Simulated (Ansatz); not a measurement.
# Ce: how well frozen cores do

Aim: solve Ce at one geometry with all-electron LAPW, PAW with frozen cores and all-electron PAW on datasets made for the crystal, and see where they agree.

Computed with Ansatz 0.2.0 (DFT LDA, scalar-relativistic, unless a step's input says otherwise).

## 1. The starting structure

It takes space group P6_3/mmc (No. 194, hexagonal). The conventional cell has a = 3.164 Å, b = 3.164 Å, c = 5.866 Å, α = 90.00°, β = 90.00°, γ = 120.00°. Ce (site symmetry -6m2) is surrounded by 12 Ce at 3.16 to 3.46 Å.

Coordinates:

```
CELL_PARAMETERS angstrom
3.16351 0.00000 0.00000
-1.58175 2.73968 0.00000
0.00000 0.00000 5.86615
ATOMIC_POSITIONS crystal
Ce 0.33333 0.66667 0.25000
Ce 0.66667 0.33333 0.75000
```

The cell is one relaxed in the Materials Project, used as it stands.

Atoms are numbered in the order of the input: Ce1, Ce2.

## 2. All-electron LAPW

Input file input.yaml:

```yaml
crystal:
  lattice:
    - [3.1635053011, 0.0, 0.0]
    - [-1.5817526506, 2.7396759558, 0.0]
    - [0.0, 0.0, 5.86615312]
  atoms:
    - { symbol: Ce, position: [0.3333333333, 0.6666666667, 0.25] }
    - { symbol: Ce, position: [0.6666666667, 0.3333333333, 0.75] }
kpoints:
  mp_grid: { grid: [15, 15, 7] }
  band_path:
    path:
      - [0.0, 0.0, 0.0]
      - [0.5, 0.0, 0.0]
      - [0.3333333333, 0.3333333333, 0.0]
      - [0.0, 0.0, 0.0]
      - [0.0, 0.0, 0.5]
      - [0.5, 0.0, 0.5]
      - [0.3333333333, 0.3333333333, 0.5]
      - [0.0, 0.0, 0.5]
      - [0.5, 0.0, 0.5]
    npoints: 8
scf:
  occupations: { method: fermi_dirac, width: 0.05 }
hamiltonian:
  xc: lda
  pseudopotentials: { kind: all_electron, lapw: { basis_error: 0.00025 } }
output:
  forces: true
  stress: true
  eigenvalues: true
  populations: true
  dos: { projected: true, de: 0.2, e_range: [-14, 8] }
```

Command:

```
> ansatz run input.yaml --threads 1 --pin off --max-ram 3072MiB --backend cpu --events-out ev --progress --plain --runs-dir out
```

## 3. PAW with frozen cores

input.yaml: that of step 2 with these lines changed.

```diff
@@ -26,3 +26,3 @@
   xc: lda
-  pseudopotentials: { kind: all_electron, lapw: { basis_error: 0.00025 } }
+  pseudopotentials: { kind: paw }
 output:
@@ -31,3 +31,5 @@
   eigenvalues: true
+  efg: { contact_densities: true }
   populations: true
+  bader: true
   dos: { projected: true, de: 0.2, e_range: [-14, 8] }
```

## 4. All-electron PAW on datasets made for the crystal

input.yaml: that of step 3 with these lines changed.

```diff
@@ -26,3 +26,3 @@
   xc: lda
-  pseudopotentials: { kind: paw }
+  pseudopotentials: { kind: all_electron, datasets: crystal }
 output:
@@ -32,4 +32 @@
   efg: { contact_densities: true }
-  populations: true
-  bader: true
-  dos: { projected: true, de: 0.2, e_range: [-14, 8] }
```

(Steps that only read results are left out.)

Before running it: what results should come out? Wanted: pressure; gap; Bader charges.

**Answer**, as computed:

| quantity | value |
| --- | --- |
| pressure | LAPW -4.66, PAW -4.64, crystal datasets -4.66 GPa |
| gap (LAPW) | none |
| Bader charges (PAW) | Ce1 +0.00 e |

**Reading.** At this geometry the cell is under tension of 4.7 GPa, so it would shrink if let go. There is no gap at this level; the crystal is a metal here. Within 0.3 eV of the Fermi level the largest projected share is Ce 4f (70 %). The projection holds only the free atom's occupied shells (Ce 6s, Ce 5p, Ce 5d, Ce 4f in this range). The field gradient at Ce1, the largest by crystal datasets, is -10.96 by PAW and -10.99 by crystal datasets (10²¹ V/m²), within 5 %. No spin–orbit coupling: at heavy atoms the gradients can be off by tens of per cent for that reason. In pressure, PAW differs from LAPW by +0.01 GPa. LAPW took about 3 times as long as PAW (38 s against 13 s, on a shared host and with the outputs that each input asks for). No U acts on the open f shell, so these are results of the method and may differ from the real material's. Spin-orbit coupling is left out, though the cell holds Ce; in elements this heavy it can shift bands and gaps by tenths of an eV.
